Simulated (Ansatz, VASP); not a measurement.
**C3N4 in VASP and in Ansatz**

```
C N
1.0
     3.45676    0.00000    0.00000
     0.00000    3.45676    0.00000
     0.00000    0.00000    3.45676
C N
3 4
Cartesian
  0.0000 0.0000 1.7284
  1.7284 0.0000 0.0000
  0.0000 1.7284 0.0000
  0.8493 0.8493 2.6075
  2.6075 2.6075 2.6075
  0.8493 2.6075 0.8493
  2.6075 0.8493 0.8493
```

The cell comes from a database or a generator and needn't be the stable form of this composition.

Alike in both runs: task relaxation of cell and atoms; functional PBEsol; k mesh 5 × 5 × 5; no spin polarisation.

|  | VASP | Ansatz |
| --- | --- | --- |
| version | VASP 6.6.1 | Ansatz 0.2.0 |
| potentials or method | VASP PAW PBE potentials, release 64 (C, N) | plane waves, PAW |
| plane-wave cutoff (eV) | 600 | 420 |
| occupations | gaussian, width 0.01 eV | fixed |
| valence electrons in the cell | 32 | 32 |

```csv
,VASP,Ansatz,Ansatz less VASP
relaxed volume (Å³/atom),5.77,5.76,-0.009
relaxed cell length with the largest relative difference (Å),3.432,3.430,-0.0018
energy change over the relaxation (meV/atom),-4,-4,-0.6
```

Caveats: the PAW data sets were made with another functional, which shifts forces and pressure a little (VASP). A k mesh can miss the band edges.
